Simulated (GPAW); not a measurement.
Runs of GPAW 26.7.0 on ScAl3. Symmetry: Pm-3m, No. 221, cubic system. Conventional cell: a = 4.088 Å, b = 4.088 Å, c = 4.088 Å, α = 90.00°, β = 90.00°, γ = 90.00°. Sc (site symmetry m-3m) has 12 Al at 2.89 Å as nearest neighbours. Al (site symmetry 4/mmm) has 4 Sc at 2.89 Å and 8 Al at 2.89 Å as nearest neighbours. The cell is a database's computed one.

```tsv
task	level	potentials or basis	U	eigensolver	band path	band points	pressure (GPa)	V0 of scaled cells (Å³/atom)	B0 (GPa)
equation of state	LDA+U	the program's PAW data sets (release 1.2.1) made for this functional, pw	Sc d U = 5 eV	-	-	-	-	17.17	89
equation of state	OLYP	PAW data sets generated in the run's folder for this functional, pw	-	davidson	-	-	-	17.25	89
equation of state	BLYP+D3	PAW data sets generated in the run's folder for this functional, pw	-	davidson	-	-	-	16.69	(c)
band structure	TPSS	GPAW PAW data sets (gpaw-data 1.2.1), pw	-	davidson	GXMGRX,MR	60	-0.5	-	-
band structure	LDA	the program's PAW data sets (release 1.2.1) made for this functional, pw	-	-	GXMGRX,MR	100	-3.7	-	-
band structure	LDA	PAW data sets generated in the run's folder for this functional, pw	-	-	GXMGRX,MR	80	-3.7	-	-
equation of state	vdW-DF-cx	GPAW PAW data sets (gpaw-data 1.2.1), pw	-	-	-	-	-	17.28	(a)
equation of state	revPBE+D3	the program's PAW data sets (release 1.2.1) made for this functional, pw	-	-	-	-	-	16.68	(b)
```

Alike in all rows: no spin polarisation; cell as given; k mesh 5 × 5 × 5; cutoff (eV) 600; smearing fermi-dirac 0.05 eV.

Problem. Estimate the missing entries.

Solution. (a) 88; (b) 90; (c) 84.

Caveats: the PAW data sets were made with another functional, which shifts forces and pressure a little (some runs); the U is typed as a test and isn't derived for this compound (some runs).

Runs at the PBE level aren't shown here.
